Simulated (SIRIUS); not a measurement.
**ZnS under changes of volume**

One of the cells (20.121 Å³/atom); the others are scaled copies at fixed shape and fractional positions:

```
Zn S
1.0
     0.00000    2.71989    2.71989
     2.71989    0.00000    2.71989
     2.71989    2.71989    0.00000
Zn S
1 1
Direct
  0.75000 0.75000 0.75000
  0.00000 0.00000 0.00000
```

```yaml
Program: SIRIUS 7.10.0
Functional: PBEsol
Potentials_or_basis: PseudoDojo 0.4.1 PBEsol standard (scalar relativistic)
Cutoff: 1152 eV
Density_cutoff: 4606 eV
k_mesh: 9 × 9 × 9
Occupations: fermi-dirac, width 0.05 eV
Spin: no spin polarisation
```

| volume (Å³/atom) | energy over the lowest point (meV/atom) | pressure (GPa) | gap on the mesh (eV) |
| --- | --- | --- | --- |
| 18.543 | 5.58 | 2.9 | 2.24 |
| 18.938 | 0.64 | 1.1 | 2.15 |
| 19.332 | 0.00 | -0.6 | 2.06 |
| 20.121 | 9.85 | -3.3 | 1.89 |
| 20.516 | 19.56 | -4.5 | 1.81 |
| 20.910 | ? | ? | ? |

What does the run at 20.910 Å³/atom give?

Energy over the lowest point 32.02 meV/atom; pressure -5.6 GPa; gap on the mesh 1.73 eV.

Worked out: A Birch-Murnaghan fit of order 3 (a polynomial in V^(-2/3)) to the other rows has its minimum at 19.20 Å³/atom with B0 = V·E''(V) = 79 GPa and B' = 4.5. It gives 31.98 meV/atom at 20.910 Å³/atom, against the run's 32.02, and -dE/dV = -5.6 GPa, against -5.6. A straight line through the other rows of the gap, of slope -4.26 eV per unit of ln V, extrapolates to 1.73 eV, against the run's 1.73.

Energies are extrapolated to zero smearing.

Caveats: an odd mesh through Γ misses points on the zone boundary, where band edges often lie.
